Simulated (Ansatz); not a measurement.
# ZnCu (Pm-3m) in Ansatz: a series of runs

One crystal, ZnCu, is run at these levels: PBE; tasks: relaxation of cell and atoms.

Program: Ansatz 0.2.0. These are calculated values, not measurements. Logs are shortened: lines on timing, memory, paths and dates and some standing lists are left out, and cuts for length are marked.

### 1 The structure

It takes space group Pm-3m (No. 221, cubic). Conventional cell: a = 2.945 Å, b = 2.945 Å, c = 2.945 Å, α = 90.00°, β = 90.00°, γ = 90.00°. Around Zn (site symmetry m-3m) lie 8 Cu at 2.55 Å. Around Cu (site symmetry m-3m) lie 8 Zn at 2.55 Å.

### 2 Relaxation of cell and atoms, PBE, target pressure 20 GPa, at which the enthalpy is minimised

The input, input.yaml:

```yaml
crystal:
  lattice:
    - [2.945, 0.0, 0.0]
    - [0.0, 2.945, 0.0]
    - [0.0, 0.0, 2.945]
  atoms:
    - { symbol: Zn, position: [0.5, 0.5, 0.5] }
    - { symbol: Cu, position: [0.0, 0.0, 0.0] }
hamiltonian:
  xc: pbe
  pseudopotentials: { kind: paw }
kpoints:
  mp_grid: { grid: [9, 9, 9] }
scf:
  occupations: { method: fermi_dirac, width: 0.05 }
output:
  forces: true
  stress: true
  eigenvalues: true
relax:
  f_tol: 0.01
  max_steps: 40
  cell: { stress_tol: 0.05, p_target: 20.0 }
```

Potentials or basis: Ansatz PAW.

On the command line:

```
> ansatz run input.yaml --threads 2 --pin off --max-ram 5632MiB --backend cpu --events-out ev --progress --plain --runs-dir out
```

Log:

```text
Warning: RAYON_NUM_THREADS=2 ignored (pool sized by the plan → 2); use --threads N
Engine: ansatz 0.2.0, x86_64-unknown-linux-gnu
Pseudopotentials: kind: paw
Pseudopotential: Zn, paw, valence charge 12, recommended cutoff 420 eV (normal), Zn.paw.azcp
Pseudopotential: Cu, paw, valence charge 19, recommended cutoff 420 eV (normal), Cu.paw.azcp
Functional definition: PBE
  parameter kappa = 0.804
  parameter beta = 0.06672455060314922
  exchange = pbe_x(kappa = kappa, mu = beta*pi^2/3)
  correlation = pbe_c(beta = beta)
Crystal: 2 atoms, lattice volume = 25.542 Å³
Basis set: ecut = 420 eV, 485 PW (Γ), exchange–correlation on 40×40×40 points (8 copies of the dense FFT grid, shifted against one another)
Bands: 20, of which v1, the nominal top of the filled ones, is band 16 counted from 1 (15 counted from 0)
Symmetry: 48 space group operations
Space group: Pm-3m (ITA 221), of the structure as read, at distance tolerance 2.9e-5 Å
k-points: 35 of 729
Non-local potential: Zn, projectors of the file, l = 0: 2, l = 1: 2, l = 2: 3, l = 3: 1
Non-local potential: Cu, projectors of the file, l = 0: 3, l = 1: 2, l = 2: 3, l = 3: 1
PAW form: soft (Blöchl's): semilocal exchange-correlation on the pseudo side does not see the compensation charge
PAW one-centre angular grid: Zn, 590 points (default); XC on 64 Gauss nodes
PAW one-centre angular grid: Cu, 590 points (default); XC on 64 Gauss nodes
Initial density: superposition of atomic densities (neutral atoms: chi_scale 0, normalization atom), corrected by the library's trained network
Initial wavefunctions: pseudopotential atomic-orbital guess
Functional: x = pbe(κ = 0.804, μ = 0.2195149727645171), c = pbe(β = 0.06672455060314922)
SCF iter   1: F=—  HF=-9944.369459 eV  |F-HF|=—  |Δ(HF+E_count)|=         —  Δρ=2.11e-3  dr2=6.74e-4  ethr=1.77e-3  ⟨swp⟩=5.5  Hψ=2984  notcnv=0
preconditioner: auto → none  [insulator: Δε(μ)=0.191 eV  Ē_g=12.775 eV  σ=0.050 eV  W_gap=0.72  n_scr=6 (ndim 8)  ℏωp=35.2 eV  f_vac=0.000  D(μ)=0.45/eV (n_scr^D=0)  ε∞_Penn≈8.6]
SCF iter   2: F=—  HF=-9944.370082 eV  |F-HF|=—  |Δ(HF+E_count)|=   6.23e-4  Δρ=5.63e-4  dr2=2.89e-5  ethr=2.17e-6  ⟨swp⟩=2.2  Hψ=1511  notcnv=0
SCF iter   3: F=—  HF=-9944.370084 eV  |F-HF|=—  |Δ(HF+E_count)|=   1.44e-6  Δρ=3.45e-4  dr2=1.19e-5  ethr=9.31e-8  ⟨swp⟩=2.0  Hψ=1086  notcnv=0
SCF iter   4: F=—  HF=-9944.370091 eV  |F-HF|=—  |Δ(HF+E_count)|=   7.51e-6  Δρ=6.15e-5  dr2=4.72e-7  ethr=3.85e-8  ⟨swp⟩=2.1  Hψ=1007  notcnv=0
iter 5 did not close the SCF: its close was put off for the readings that it lacked (scf_convergence_deferred on its scf_iter line)
SCF iter   5: F=-9944.370091 eV  HF=-9944.370091 eV  |F-HF|=3.27e-8  |Δ(HF+E_count)|=   3.29e-7  Δρ=1.08e-5  dr2=3.73e-8  ethr=1.52e-9  ⟨swp⟩=2.0  Hψ=987  notcnv=0
SCF iter   6: F=-9944.370091 eV  HF=-9944.370091 eV  |F-HF|=4.47e-9  |Δ(HF+E_count)|=   1.05e-8  Δρ=5.03e-6  dr2=7.47e-9  ethr=1.20e-10  ⟨swp⟩=4.1  Hψ=2806  notcnv=0
SCF 1 converged in 6 iterations: F = -9944.370091 eV  dr2 = 7.47e-9
relax step   1: F+E_penalty+E_count = -9944.37009076 eV  Δ(F+E_penalty+E_count) = +0.000e0 eV  max|allowed force component| = 2.054e-29 eV/Å  Δτ_max = 0.0000 Å  P = +2.554 GPa  Ω = 25.542 Å³  (6 SCF iters, dr2 threshold 1.00e-7 eV, accepted)
Crystal: 2 atoms, lattice volume = 23.447 Å³
Basis set: ecut = 420 eV, 461 PW (Γ), exchange–correlation on 40×40×40 points (8 copies of the dense FFT grid, shifted against one another)
Initial density: handed on by an earlier stage of this run
Initial wavefunctions: those handed on with the density
iter 1 solved again at ethr=4.17e-4 eV; its pass at ethr=3.10e-3 eV (dr2=1.29e-1 eV) is discarded
SCF iter   1: F=—  HF=-9944.284461 eV  |F-HF|=—  |Δ(HF+E_count)|=         —  Δρ=2.79e-2  dr2=1.30e-1  ethr=4.17e-4  ⟨swp⟩=1.1  Hψ=3883  notcnv=0
preconditioner: auto → none  [insulator: Δε(μ)=0.156 eV  Ē_g=13.381 eV  σ=0.050 eV  W_gap=0.65  n_scr=6 (ndim 8)  ℏωp=36.8 eV  f_vac=0.000  D(μ)=0.47/eV (n_scr^D=0)  ε∞_Penn≈8.6]
SCF iter   2: F=—  HF=-9944.260291 eV  |F-HF|=—  |Δ(HF+E_count)|=   2.42e-2  Δρ=2.43e-3  dr2=1.15e-3  ethr=4.17e-4  ⟨swp⟩=2.0  Hψ=1020  notcnv=0
SCF iter   3: F=—  HF=-9944.258965 eV  |F-HF|=—  |Δ(HF+E_count)|=   1.33e-3  Δρ=1.70e-3  dr2=6.00e-4  ethr=3.70e-6  ⟨swp⟩=2.0  Hψ=1584  notcnv=0  defer=4
SCF iter   4: F=—  HF=-9944.258844 eV  |F-HF|=—  |Δ(HF+E_count)|=   1.22e-4  Δρ=3.04e-4  dr2=1.02e-5  ethr=1.94e-6  ⟨swp⟩=2.1  Hψ=1002  notcnv=0  defer=7
SCF iter   5: F=—  HF=-9944.258836 eV  |F-HF|=—  |Δ(HF+E_count)|=   7.47e-6  Δρ=1.70e-4  dr2=2.08e-6  ethr=3.29e-8  ⟨swp⟩=2.0  Hψ=1088  notcnv=0  defer=7
SCF iter   6: F=-9944.258839 eV  HF=-9944.258839 eV  |F-HF|=7.51e-9  |Δ(HF+E_count)|=   3.34e-6  Δρ=3.54e-5  dr2=1.24e-7  ethr=6.45e-10  ⟨swp⟩=4.5  Hψ=3428  notcnv=0
SCF 2 converged in 6 iterations: F = -9944.258839 eV  dr2 = 1.24e-7
relax step   2: F+E_penalty+E_count = -9944.25883945 eV  Δ(F+E_penalty+E_count) = +1.113e-1 eV  max|allowed force component| = 1.058e-29 eV/Å  Δτ_max = 0.0000 Å  P = +15.841 GPa  Ω = 23.447 Å³  energy of the carried Pulay correction = +1.978e-3 eV  (6 SCF iters, dr2 threshold 2.00e-7 eV, accepted)
Crystal: 2 atoms, lattice volume = 22.860 Å³
iter 1 solved again at ethr=3.57e-5 eV; its pass at ethr=3.10e-3 eV (dr2=1.11e-2 eV) is discarded
SCF iter   1: F=—  HF=-9944.194686 eV  |F-HF|=—  |Δ(HF+E_count)|=         —  Δρ=8.25e-3  dr2=1.12e-2  ethr=3.57e-5  ⟨swp⟩=1.1  Hψ=3742  notcnv=0
preconditioner: auto → none  [insulator: Δε(μ)=0.157 eV  Ē_g=13.696 eV  σ=0.050 eV  W_gap=0.66  n_scr=6 (ndim 8)  ℏωp=37.2 eV  f_vac=0.000  D(μ)=0.45/eV (n_scr^D=0)  ε∞_Penn≈8.4]
SCF iter   2: F=—  HF=-9944.192539 eV  |F-HF|=—  |Δ(HF+E_count)|=   2.15e-3  Δρ=8.56e-4  dr2=7.27e-5  ethr=3.57e-5  ⟨swp⟩=2.0  Hψ=1026  notcnv=0
SCF iter   3: F=—  HF=-9944.192411 eV  |F-HF|=—  |Δ(HF+E_count)|=   1.28e-4  Δρ=5.17e-4  dr2=5.52e-5  ethr=2.35e-7  ⟨swp⟩=2.0  Hψ=1242  notcnv=0
SCF iter   4: F=—  HF=-9944.192404 eV  |F-HF|=—  |Δ(HF+E_count)|=   7.45e-6  Δρ=9.51e-5  dr2=6.48e-7  ethr=1.78e-7  ⟨swp⟩=2.3  Hψ=1014  notcnv=0
SCF iter   5: F=—  HF=-9944.192405 eV  |F-HF|=—  |Δ(HF+E_count)|=   1.08e-6  Δρ=6.59e-5  dr2=4.44e-7  ethr=2.09e-9  ⟨swp⟩=2.0  Hψ=1155  notcnv=0
SCF iter   6: F=-9944.192405 eV  HF=-9944.192405 eV  |F-HF|=2.94e-9  |Δ(HF+E_count)|=   1.18e-7  Δρ=3.34e-6  dr2=1.18e-9  ethr=6.45e-10  ⟨swp⟩=3.3  Hψ=2945  notcnv=0
SCF 3 converged in 6 iterations: F = -9944.192405 eV  dr2 = 1.18e-9
relax step   3: F+E_penalty+E_count = -9944.19240493 eV  Δ(F+E_penalty+E_count) = +6.643e-2 eV  max|allowed force component| = 4.043e-30 eV/Å  Δτ_max = 0.0000 Å  P = +20.886 GPa  Ω = 22.860 Å³  energy of the carried Pulay correction = +2.562e-3 eV  (6 SCF iters, dr2 threshold 2.00e-7 eV, accepted)
Crystal: 2 atoms, lattice volume = 22.961 Å³
iter 1 solved again at ethr=1.13e-6 eV; its pass at ethr=3.10e-3 eV (dr2=3.51e-4 eV) is discarded
SCF iter   1: F=—  HF=-9944.205217 eV  |F-HF|=—  |Δ(HF+E_count)|=         —  Δρ=1.43e-3  dr2=3.39e-4  ethr=1.13e-6  ⟨swp⟩=2.1  Hψ=3458  notcnv=0
preconditioner: auto → none  [insulator: Δε(μ)=0.168 eV  Ē_g=13.702 eV  σ=0.050 eV  W_gap=0.68  n_scr=6 (ndim 8)  ℏωp=37.2 eV  f_vac=0.000  D(μ)=0.43/eV (n_scr^D=0)  ε∞_Penn≈8.4]
SCF iter   2: F=—  HF=-9944.205152 eV  |F-HF|=—  |Δ(HF+E_count)|=   6.50e-5  Δρ=1.53e-4  dr2=2.11e-6  ethr=1.09e-6  ⟨swp⟩=2.1  Hψ=861  notcnv=0
SCF iter   3: F=—  HF=-9944.205166 eV  |F-HF|=—  |Δ(HF+E_count)|=   1.41e-5  Δρ=8.29e-5  dr2=1.49e-6  ethr=6.80e-9  ⟨swp⟩=2.0  Hψ=1236  notcnv=0
iter 4 did not close the SCF: its close was put off for the readings that it lacked (scf_convergence_deferred on its scf_iter line)
SCF iter   4: F=-9944.205166 eV  HF=-9944.205166 eV  |F-HF|=3.07e-8  |Δ(HF+E_count)|=   3.10e-7  Δρ=1.51e-5  dr2=1.23e-8  ethr=4.82e-9  ⟨swp⟩=2.0  Hψ=869  notcnv=0
iter 5 did not close the SCF: its close was put off for the readings that it lacked (scf_convergence_deferred on its scf_iter line)
SCF iter   5: F=-9944.205166 eV  HF=-9944.205166 eV  |F-HF|=3.02e-8  |Δ(HF+E_count)|=   5.19e-8  Δρ=1.12e-5  dr2=1.66e-8  ethr=3.96e-11  ⟨swp⟩=2.1  Hψ=1252  notcnv=0
SCF iter   6: F=-9944.205166 eV  HF=-9944.205166 eV  |F-HF|=3.64e-11  |Δ(HF+E_count)|=   7.89e-9  Δρ=6.87e-7  dr2=7.64e-11  ethr=3.96e-11  ⟨swp⟩=2.5  Hψ=2427  notcnv=0
SCF 4 converged in 6 iterations: F = -9944.205166 eV  dr2 = 7.64e-11
relax step   4: F+E_penalty+E_count = -9944.20516571 eV  Δ(F+E_penalty+E_count) = -1.276e-2 eV  max|allowed force component| = 4.487e-30 eV/Å  Δτ_max = 0.0000 Å  P = +19.968 GPa  Ω = 22.961 Å³  energy of the carried Pulay correction = +2.461e-3 eV  (6 SCF iters, dr2 threshold 2.00e-7 eV, accepted)
Initial wavefunctions: pseudopotential atomic-orbital guess (no wavefunctions were taken with the density)
iter 1 solved again at ethr=4.62e-8 eV; its pass at ethr=3.10e-3 eV (dr2=1.43e-5 eV) is discarded
SCF iter   1: F=—  HF=-9944.202330 eV  |F-HF|=—  |Δ(HF+E_count)|=         —  Δρ=2.90e-4  dr2=4.37e-6  ethr=4.62e-8  ⟨swp⟩=3.0  Hψ=5005  notcnv=0
preconditioner: auto → none  [insulator: Δε(μ)=0.167 eV  Ē_g=13.696 eV  σ=0.050 eV  W_gap=0.68  n_scr=6 (ndim 8)  ℏωp=37.2 eV  f_vac=0.000  D(μ)=0.44/eV (n_scr^D=0)  ε∞_Penn≈8.4]
SCF iter   2: F=—  HF=-9944.202332 eV  |F-HF|=—  |Δ(HF+E_count)|=   1.83e-6  Δρ=2.73e-4  dr2=7.44e-6  ethr=1.41e-8  ⟨swp⟩=2.0  Hψ=1215  notcnv=0
SCF iter   3: F=—  HF=-9944.202333 eV  |F-HF|=—  |Δ(HF+E_count)|=   9.82e-7  Δρ=1.01e-4  dr2=1.25e-6  ethr=1.41e-8  ⟨swp⟩=2.0  Hψ=1052  notcnv=0
SCF iter   4: F=—  HF=-9944.202337 eV  |F-HF|=—  |Δ(HF+E_count)|=   3.86e-6  Δρ=1.50e-5  dr2=2.06e-8  ethr=4.02e-9  ⟨swp⟩=2.0  Hψ=1095  notcnv=0
SCF iter   5: F=—  HF=-9944.202337 eV  |F-HF|=—  |Δ(HF+E_count)|=   5.31e-9  Δρ=6.03e-6  dr2=2.44e-9  ethr=6.64e-11  ⟨swp⟩=2.2  Hψ=1065  notcnv=0
SCF iter   6: F=—  HF=-9944.202337 eV  |F-HF|=—  |Δ(HF+E_count)|=   3.54e-9  Δρ=6.11e-7  dr2=2.65e-11  ethr=7.87e-12  ⟨swp⟩=2.6  Hψ=1161  notcnv=0
SCF iter   7: F=-9944.202337 eV  HF=-9944.202337 eV  |F-HF|=1.82e-12  |Δ(HF+E_count)|=  2.91e-11  Δρ=3.02e-8  dr2=1.08e-13  ethr=1.00e-12  ⟨swp⟩=5.2  Hψ=2987  notcnv=0
SCF 5 converged in 7 iterations: F = -9944.202337 eV  dr2 = 1.08e-13
relax step   5: F+E_penalty+E_count = -9944.20233695 eV  Δ(F+E_penalty+E_count) = +2.829e-3 eV  max|allowed force component| = 1.775e-30 eV/Å  Δτ_max = 0.0000 Å  P = +20.002 GPa  Ω = 22.961 Å³  stress off target by 2.22e-3 GPa  SCF on the basis re-selected at this cell (its energy is not comparable with the rows above)  (7 SCF iters)
basis re-selected at this cell: Δ(F+E_penalty+E_count) = +2.829e-3 eV, ΔP = +0.034 GPa vs the last step (what re-selecting the basis moved, of the pressure what is left beyond the Pulay correction that the steps carried, after the strain that the cell walked since its last selection, with what the two solves' SCF thresholds leave and, on support functions, any second-order correction that the steps lacked; it is no measure of the basis error at this ecutwfc). This SCF's stress stands 2.22e-3 GPa from its target on what of the cell is left free (relax.cell.stress_tol is 5.00e-2 GPa) and its largest allowed force component is 1.77e-30 eV/Å (relax.f_tol is 1.00e-2 eV/Å): within both
SCF converged after 7 iterations
Free energy (F): -9944.202337 eV
Harris-Foulkes:  -9944.202337 eV  (|F-HF|=1.82e-12)
Internal energy: -9944.198410 eV  (E = F + TS)
E sigma→0 (E₀):  -9944.200374 eV
Entropy (-TS):   -0.003927 eV (-1.963 meV/atom)
Fermi energy:    16.665381 eV
--- Per-component energies (eV) ---
  E_band       = -262.082383
  E_kinetic    = 434.602560
  E_local      = -5529.063919  (includes V_loc(G=0)·N_el)
  E_nonlocal   = 999.346101
  E_hartree    = 2422.582377
  E_xc         = -229.775437
  E_vxc        = -171.603286  (∫ρ·V_xc dr)
  E_paw        = -3486.019804  (= ΣΔE_a)
  E_vpaw       = -840.528361  (= ΣTr[D̂ρ^β])
  E_aug_tail   = -0.000216  (compensation charges beyond the density's cutoff)
  E_ewald      = -4555.870072
  E_smearing   = -0.003927  (= −TS)
  E_closure    = 0.000000  (closes the sum)
  Σ components = -9944.202337   (vs F -9944.202337, Δ=0.00e0)
--- Forces (eV/Å), atoms counted from 1 ---
  atom   1  Zn    -0.00000000    -0.00000000    -0.00000000
  atom   2  Cu     0.00000000    -0.00000000     0.00000000
  max |Σ_I F_I| component: 2.76e-30 eV/Å
--- Stress (GPa, compression-positive) ---
       20.002217       0.000000      -0.000000
        0.000000      20.002217      -0.000000
       -0.000000      -0.000000      20.002217
  P = ⅓ Tr σ = 20.0022 GPa (200.022 kbar)
--- Band table (eV; the first three rows and the last of 35) ---
  k-point 0: bands = ["-96.6682", "-54.0348", "-54.0348", "-54.0348", "5.3626", "8.3703", "8.3703", "9.2699", "9.2699", "9.2699", "12.7214", "12.7214", "13.7044", "13.7044", "13.7044", "23.1690", "23.1690", "23.1690", "28.5201", "28.5201"]
  k-point 1: bands = ["-96.6680", "-54.0367", "-54.0347", "-54.0347", "5.6032", "8.4061", "8.4281", "9.2475", "9.2475", "9.2835", "12.6982", "12.7432", "13.6122", "13.6122", "13.6913", "21.3088", "23.5481", "23.5481", "28.6355", "29.5059"]
  k-point 2: bands = ["-96.6677", "-54.0415", "-54.0343", "-54.0343", "6.3031", "8.4992", "8.5882", "9.1909", "9.1909", "9.3184", "12.6371", "12.7598", "13.3950", "13.3950", "13.6576", "18.3719", "24.6208", "24.6208", "28.9901", "30.0844"]
  k-point 34: bands = ["-96.6654", "-54.0477", "-54.0477", "-54.0477", "8.5326", "8.5692", "8.5692", "9.5976", "9.5976", "11.7290", "11.9029", "11.9029", "13.9322", "13.9322", "18.6770", "20.3606", "20.3606", "21.1679", "22.6129", "22.6129"]
--- Relaxed structure (4 steps of the walk, 4 accepted, 1 SCFs on fresh bases) ---
  F+E_penalty+E_count = -9944.20233695 eV   max|allowed force component| = 1.775e-30 eV/Å   (the final SCF, on the basis selected at the relaxed cell)
  cell:  # Å, volume = 22.9613 Å³
    - [2.8422695996400225, -1.0111132208032988e-33, -2.5679065925163143e-34]
    - [-7.543225615516673e-34, 2.8422695996400225, -1.2839532962581572e-34]
    - [-2.5679065925163143e-34, -1.2839532962581572e-34, 2.8422695996400225]
  atoms:
    - { symbol: Zn, position: [0.5, 0.5, 0.5] }
    - { symbol: Cu, position: [-4.2749714398703836e-47, 1.0218219144712394e-36, 1.0218219144678415e-36] }
```

Run time: 3.1 s. Hardware: 2 threads of Intel Xeon Platinum 8488C (Sapphire Rapids), shared host; peak memory 0.39 GiB.

What came out:

- Free energy: -9944.2023 eV
- Relaxed volume: 11.48 Å³/atom
- Relaxed cell: a = 2.842 Å, b = 2.842 Å, c = 2.842 Å, α = 90.00°, β = 90.00°, γ = 90.00°
- Space group after relaxing (to 0.05 Å): Pm-3m (No. 221)
- Energy change on relaxing (the enthalpy is what falls): +83.9 meV/atom
- Ionic steps: 5
- Pressure after relaxing: 20.0 GPa
- Band gap on the k mesh: none (metal or under the smearing width)

The path:
```
step  energy change (eV)  largest force (eV/Å)  volume (Å³)
   1              0.0000                0.0000        25.54
   2              0.1113                0.0000        23.45
   3              0.1777                0.0000        22.86
   4              0.1649                0.0000        22.96
   5              0.1678                0.0000        22.96
```

Final structure:
```xyz
2
Lattice="2.8423 0.0000 0.0000 0.0000 2.8423 0.0000 0.0000 0.0000 2.8423" Properties=species:S:1:pos:R:3 pbc="T T T"
Zn    1.4211    1.4211    1.4211
Cu    0.0000    0.0000    0.0000
```

Caveat: the plane-wave basis is chosen anew once the cell has moved, so the energies of steps on either side of that aren't comparable.

### 3 Relaxation of cell and atoms, PBE, target pressure 30 GPa, at which the enthalpy is minimised

Changes to input.yaml since step 2:

```diff
@@ -22,2 +22,2 @@
   max_steps: 40
-  cell: { stress_tol: 0.05, p_target: 20.0 }
+  cell: { stress_tol: 0.05, p_target: 30.0 }
```

Potentials or basis: Ansatz PAW.

On the command line:

```
> ansatz run input.yaml --threads 2 --pin off --max-ram 5632MiB --backend cpu --events-out ev --progress --plain --runs-dir out
```

Wall time 3 s (2 threads of Intel Xeon Platinum 8488C (Sapphire Rapids), shared host); peak memory 0.38 GiB.

It converged, with:

```
Free energy                                            : -9944.0493 eV
Relaxed volume                                         : 10.99 Å³/atom
Relaxed cell                                           : a = 2.801 Å, b = 2.801 Å, c = 2.801 Å, α = 90.00°, β = 90.00°, γ = 90.00°
Space group after relaxing (to 0.05 Å)                 : Pm-3m (No. 221)
Energy change on relaxing (the enthalpy is what falls) : +160.4 meV/atom
Ionic steps                                            : 5
Pressure after relaxing                                : 30.0 GPa
Band gap on the k mesh                                 : none (metal or under the smearing width)
```

The path:
| step | energy change (eV) | largest force (eV/Å) | volume (Å³) |
| --- | --- | --- | --- |
| 1 | 0.0000 | 0.0000 | 25.54 |
| 2 | 0.2597 | 0.0000 | 22.30 |
| 3 | 0.3341 | 0.0000 | 21.88 |
| 4 | 0.3168 | 0.0000 | 21.97 |
| 5 | 0.3208 | 0.0000 | 21.97 |

Final structure:
```yaml
crystal:
  lattice:
    - [2.80089, 0.00000, 0.00000]
    - [0.00000, 2.80089, 0.00000]
    - [0.00000, 0.00000, 2.80089]
  atoms:
    - { symbol: Zn, position: [0.50000, 0.50000, 0.50000] }
    - { symbol: Cu, position: [0.00000, 0.00000, 0.00000] }
```

Levels at points of the mesh, in eV from the Fermi level:
```csv
k point,band 13,band 14,band 15,band 16,band 17,band 18
"(0.00, 0.00, 0.00)",-3.05,-3.05,-3.05,6.67,6.67,6.67
```

Caveat: the plane-wave basis is chosen anew once the cell has moved, so the energies of steps on either side of that aren't comparable.
